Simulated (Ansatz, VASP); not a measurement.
# Two plane-wave programs on Rb

Contents of INCAR:

```
SYSTEM = Rb
PREC = Accurate ; ENCUT = 520
EDIFF = 1E-6 ; ISMEAR = 0
SIGMA = 0.15 ; LREAL = .False.
LASPH = .True. ; NELM = 60
ALGO = Fast ; ISIF = 2
LWAVE = .False. ; LCHARG = .False.
GGA = PS ; NBANDS = 10
```

KPOINTS

```
regular mesh
0
Gamma
  12 12 12
  0 0 0
```

File POSCAR:

```
Rb
1.0
   -3.0304800000      3.0304800000      2.9182400000
    3.0304800000     -3.0304800000      2.9182400000
    3.0304800000      3.0304800000     -2.9182400000
Rb
1
Direct
    0.0000000000      0.0000000000      0.0000000000
```

Input for Ansatz:

```yaml
crystal:
  lattice:
    - [-3.03048, 3.03048, 2.91824]
    - [3.03048, -3.03048, 2.91824]
    - [3.03048, 3.03048, -2.91824]
  atoms:
    - { symbol: Rb, position: [0.0, 0.0, 0.0] }
basis:
  ecutwfc: 420
kpoints:
  mp_grid: { grid: [12, 12, 12] }
hamiltonian:
  xc: pbesol
scf:
  occupations: { method: gaussian, width: 0.15 }
output:
  forces: true
  stress: true
  eigenvalues: true
  write_density: true
  write_potential: true
  elf: true
  volumetric_format: npy
```

Change from the starting cell: strain +0.080 along x and y, +0.040 along z, atoms carried along.

Alike in both runs: task single point; functional PBEsol; k mesh 12 × 12 × 12; occupations gaussian, width 0.15 eV; no spin polarisation.

|  | VASP | Ansatz |
| --- | --- | --- |
| version | VASP 6.6.1 | Ansatz 0.2.0 |
| potentials or method | VASP PAW PBE potentials, release 64 (Rb_sv) | scalar-relativistic, plane waves, PAW |
| plane-wave cutoff (eV) | 520 | 420 |
| valence electrons in the cell | 9 | 9 |

```csv
,VASP,Ansatz,Ansatz less VASP
gap on the k mesh at the Fermi level (eV),none,none,-
pressure (GPa),-0.4,-0.4,0.00
```

A gap of «none» marks a metal or a gap that the smearing closes.

Caveats: the PAW data sets were made with another functional, which shifts forces and pressure a little (VASP).
